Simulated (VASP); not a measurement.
# SiC (P6_3mc) in VASP: a series of runs, part 2 of 2

VASP 6.6.1.

## (3) Relaxation of cell and atoms, PBE

This run uses another cell than the first one, of 10.49 Å³/atom, 1.017 times its volume.

Contents of INCAR:

```
SYSTEM = SiC
  PREC = Accurate
  ENCUT = 600
  EDIFF = 1E-6
  ISMEAR = 0
  SIGMA = 0.02
  LREAL = .False.
  LASPH = .True.
  NELM = 120
  ALGO = Fast
  ISIF = 3
  LWAVE = .False.
  LCHARG = .False.
  GGA = PE
  IBRION = 2
  NSW = 80
  EDIFFG = -0.005
  KPAR = 4
```

Contents of KPOINTS:

```
regular mesh
0
Gamma
  11 11 3
  0 0 0
```

Contents of POSCAR:

```
SiC                                     
1.0
    3.0930981129     -0.0000000003     -0.0000000000
   -1.5465491070      2.6787016187      0.0000000000
    0.0000000000     -0.0000000000     10.1260778681
  Si              C             
     4     4
Direct
     0.6666666699999979    0.3333333300000021    0.9378466831673232
     0.3333333300000021    0.6666666699999979    0.4378466831673233
     0.0000000000000000    1.0000000000000000    0.6878972390009038
     0.0000000000000000    0.0000000000000000    0.1878972390009039
     0.6666666699999979    0.3333333300000021    0.7498073541952159
     0.3333333300000021    0.6666666699999979    0.2498073541952159
     0.0000000000000000    0.0000000000000000    0.5004477236365644
     0.0000000000000000    0.0000000000000000    0.0004477236365643
```

Potentials or basis: VASP PAW PBE potentials, release 64 (Si, C).

Command:

```console
$ cat potpaw_PBE.64/Si/POTCAR potpaw_PBE.64/C/POTCAR > POTCAR
$ mpirun -np 4 vasp_std > vasp.out
```

OUTCAR:

```text
SYSTEM = SiC
   PREC = Accurate
   ENCUT = 600
   EDIFF = 1E-6
   ISMEAR = 0
   LREAL = .False.
   LASPH = .True.
   NELM = 120
   ISIF = 3
   GGA = PE
   IBRION = 2
   NSW = 80
   EDIFFG = -0.005

 ion  position               nearest neighbor table
   1  0.667  0.333  0.938-   8 1.89   8 1.89   8 1.89   5 1.90   3 3.10   3 3.10   3 3.10   4 3.10
                             4 3.10   4 3.10
   2  0.333  0.667  0.438-   7 1.89   7 1.89   7 1.89   6 1.90   4 3.10   4 3.10   4 3.10   3 3.10
                             3 3.10   3 3.10
   3  0.000  0.000  0.688-   5 1.89   5 1.89   5 1.89   7 1.90   1 3.10   1 3.10   1 3.10   2 3.10
                             2 3.10   2 3.10
   4  0.000  0.000  0.188-   6 1.89   6 1.89   6 1.89   8 1.90   2 3.10   2 3.10   2 3.10   1 3.10
                             1 3.10   1 3.10
   5  0.667  0.333  0.750-   3 1.89   3 1.89   3 1.89   1 1.90
   6  0.333  0.667  0.250-   4 1.89   4 1.89   4 1.89   2 1.90
   7  0.000  0.000  0.500-   2 1.89   2 1.89   2 1.89   3 1.90
   8  0.000  0.000  0.000-   1 1.89   1 1.89   1 1.89   4 1.90

  LATTYP: Found a hexagonal cell.
 ALAT       =     3.0930981129
 C/A-ratio  =     3.2737654929

  Lattice vectors:

 A1 = (   3.0930981129,  -0.0000000003,   0.0000000000)
 A2 = (  -1.5465491070,   2.6787016187,   0.0000000000)
 A3 = (   0.0000000000,   0.0000000000,  10.1260778681)

Analysis of symmetry for initial positions (statically):
=====================================================================
 Subroutine PRICEL returns:
 Original cell was already a primitive cell.

 Routine SETGRP: Setting up the symmetry group for a
 hexagonal supercell.

 Subroutine GETGRP returns: Found 12 space group operations
 (whereof  6 operations were pure point group operations)
 out of a pool of 24 trial point group operations.

The static configuration has the point symmetry C_3v.
 The point group associated with its full space group is C_6v.

Analysis of symmetry for dynamics (positions and initial velocities):
=====================================================================
 Subroutine PRICEL returns:
 Original cell was already a primitive cell.

 Routine SETGRP: Setting up the symmetry group for a
 hexagonal supercell.

 Subroutine GETGRP returns: Found 12 space group operations
 (whereof  6 operations were pure point group operations)
 out of a pool of 24 trial point group operations.

The dynamic configuration has the point symmetry C_3v.
 The point group associated with its full space group is C_6v.

 Subroutine INISYM returns: Found 12 space group operations
 (whereof  6 operations are pure point group operations),
 and found     1 'primitive' translations

----------------------------------------------------------------------------------------

                                     Primitive cell

  volume of cell :      83.8995

  direct lattice vectors                    reciprocal lattice vectors
     3.093098113 -0.000000000  0.000000000     0.323300446  0.186657600  0.000000000
    -1.546549107  2.678701619  0.000000000     0.000000000  0.373315189  0.000000000
     0.000000000  0.000000000 10.126077868     0.000000000  0.000000000  0.098754919

  length of vectors
     3.093098113  3.093098204 10.126077868     0.373315200  0.373315189  0.098754919

  position of ions in fractional coordinates (direct lattice)
[... 75 lines left out ...]
   total plane-waves  NPLWV =  65856
   dimension x,y,z NGX =    28 NGY =   28 NGZ =   84
   dimension x,y,z NGXF=    56 NGYF=   56 NGZF=  168
   ions per type =               4   4
   NGX,Y,Z   is equivalent  to a cutoff of  15.05, 15.05, 13.79 a.u.
   NGXF,Y,Z  is equivalent  to a cutoff of  30.10, 30.10, 27.58 a.u.
 SYSTEM =  SiC
   PREC   = accura    normal or accurate (medium, high low for compatibility)
   ISTART =      0    job   : 0-new  1-cont  2-samecut
   ICHARG =      2    charge: 1-file 2-atom 10-const
   ISPIN  =      1    spin polarized calculation?
   LNONCOLLINEAR =      F non collinear calculations
   LSORBIT =      F    spin-orbit coupling
   LASPH  =      T    aspherical Exc in radial PAW
   ENCUT  =  600.0 eV  44.10 Ry    6.64 a.u.   6.18  6.18 20.22*2*pi/ulx,y,z
   NELM   =    120;   NELMIN=  2; NELMDL= -5     # of ELM steps
   EDIFF  = 0.1E-05   stopping-criterion for ELM
   LREAL  =      F    real-space projection
   EDIFFG = -.5E-02   stopping-criterion for IOM
   NSW    =     80    number of steps for IOM
   IBRION =      2    ionic relax: 0-MD 1-quasi-New 2-CG
   NFREE  =      1    steps in history (QN), initial steepest desc. (CG)
   ISIF   =      3    stress and relaxation
   ISYM   =      2    0-nonsym 1-usesym 2-fastsym
   POTIM  = 0.5000    time-step for ionic-motion
   TEBEG  =    0.0;   TEEND  =   0.0 temperature during run
   PSTRESS=    0.0 pullay stress
   NELECT =      32.0000    total number of electrons
   NUPDOWN=      -1.0000    fix difference up-down
   EMIN   =  10.00;   EMAX   =-10.00  energy-range for DOS
   EFERMI =   0.00;   METHOD = LEGACY
   ISMEAR =     0;   SIGMA  =   0.02  broadening in eV -4-tet -1-fermi 0-gaus
   EFERMI_NEDOS =   21; number of points for ismear=-14 and -15
   IALGO  =     68    algorithm
   IMIX   =      4    mixing-type and parameters
     AMIX     =   0.40;   BMIX     =  1.00
     AMIX_MAG =   1.60;   BMIX_MAG =  1.00
  volume/ion in A,a.u.               =      10.49        70.77
  Fermi-wavevector in a.u.,A,eV,Ry     =   1.187240  2.243558 19.177928  1.409538
  Thomas-Fermi vector in A             =   2.323395
   LORBIT       =      0    0 simple, 1 ext, 2 COOP (PROOUT), +10 PAW based schemes
   GGA     = PE    functional components
   LHFCALC =     F    Hartree Fock is set to
   AEXX    =    0.0000 exact exchange contribution
   IVDW    =     0    specifies the selected vdW correction
   LEPSILON=     F    determine dielectric tensor
   LRPA    =     F    only Hartree local field effects (RPA)
 conjugate gradient relaxation of ions
 non-spin polarized calculation
 RMM-DIIS sequential band-by-band and
 Gauss-broadening in eV      SIGMA  =   0.02
  energy-cutoff  :      600.00
  volume of cell :       83.90
 maximum number of plane-waves:      2824
 NGX is ok and might be reduce to    28
   NGX = 13   NGY = 13   NGZ = 41

 number of electron      31.9999999 magnetization

 Free energy of the ion-electron system (eV)
  ---------------------------------------------------
  ext. energy  EPLUGINS =         0.00000000
  ---------------------------------------------------
  free energy    TOTEN  =       -60.25435634 eV

  energy without entropy =      -60.25435634  energy(sigma->0) =      -60.25435634

 E-fermi :   8.1696     XC(G=0): -11.2940

 val. band max:        8.0212474765   @ k =   0.0000   0.0000   0.0000
 cond. band min:      10.3190740082   @ k =   0.4545   0.0000   0.0000
 fundamental gap:      2.2978265317
 Fermi energy:         8.1695901304

 k-point     1 :       0.0000    0.0000    0.0000
  band No.  band energies     occupation
      1      -7.3519      2.00000
      2      -6.1879      2.00000
      3      -6.1519      2.00000
      4      -3.8365      2.00000
      5      -0.5117      2.00000
      6       3.6668      2.00000
[... 565 lines left out ...]
     20      14.0281      0.00000
     21      14.9299      0.00000

 [... further k-points ...]

------------------------ aborting loop because EDIFF is reached ----------------------------------------

  FORCE on cell =-STRESS in cart. coord.  units (eV):
  Direction    XX          YY          ZZ          XY          YZ          ZX
  --------------------------------------------------------------------------------------
  -------------------------------------------------------------------------------------
  Total        0.0122034      0.0122034      0.0122174     -0.0000000      0.0000000      0.0000000
  in kB        0.2330404      0.2330404      0.2333088     -0.0000000      0.0000000      0.0000000
  external PRESSURE =       0.2331299 kB  Pullay stress =       0.0000000 kB

 VOLUME and BASIS-vectors are now :
 -----------------------------------------------------------------------------
  energy-cutoff  :      600.00
  volume of cell :       83.90
      direct lattice vectors                 reciprocal lattice vectors
     3.093098113 -0.000000000  0.000000000     0.323300446  0.186657600  0.000000000
    -1.546549107  2.678701619  0.000000000     0.000000000  0.373315189  0.000000000
     0.000000000  0.000000000 10.126077868     0.000000000  0.000000000  0.098754919

 POSITION                                       TOTAL-FORCE (eV/Angst)
 -----------------------------------------------------------------------------------
      1.54655      0.89290      9.49671        -0.000000      0.000000      0.000024
     -0.00000      1.78580      4.43367         0.000000      0.000000      0.000024
      0.00000      0.00000      6.96570         0.000000      0.000000     -0.000056
      0.00000      0.00000      1.90266         0.000000      0.000000     -0.000056
      1.54655      0.89290      7.59261        -0.000000     -0.000000     -0.000054
     -0.00000      1.78580      2.52957         0.000000      0.000000     -0.000054
      0.00000      0.00000      5.06757        -0.000000     -0.000000      0.000086
      0.00000      0.00000      0.00453         0.000000      0.000000      0.000086
 -----------------------------------------------------------------------------------
    total drift:                                0.000000      0.000000     -0.000053

  FREE ENERGIE OF THE ION-ELECTRON SYSTEM (eV)
  ---------------------------------------------------
  free  energy   TOTEN  =       -60.2543563443 eV

  energy  without entropy=      -60.2543563443  energy(sigma->0) =      -60.25435634

 reached required accuracy - stopping structural energy minimisation
```

Wall time 23 s (4 MPI ranks of Intel Xeon 6975P-C (Granite Rapids), shared host); peak memory 0.25 GiB.

What came out:

```
Free energy             : -60.2544 eV
Pressure after relaxing : 0.0 GPa
Band gap on the k mesh  : 2.30 eV, indirect (least direct gap 3.39 eV)
```

Final structure:
```xyz
8
Lattice="3.0931 0.0000 0.0000 -1.5465 2.6787 0.0000 0.0000 0.0000 10.1261" Properties=species:S:1:pos:R:3 pbc="T T T"
Si    1.5465    0.8929    9.4967
Si    0.0000    1.7858    4.4337
Si    0.0000    0.0000    6.9657
Si    0.0000    0.0000    1.9027
C     1.5465    0.8929    7.5926
C     0.0000    1.7858    2.5296
C     0.0000    0.0000    5.0676
C     0.0000    0.0000    0.0045
```

Caveat: the relaxation stopped at its first step, so nothing moved; an odd mesh through Γ misses points on the zone boundary, where band edges often lie.
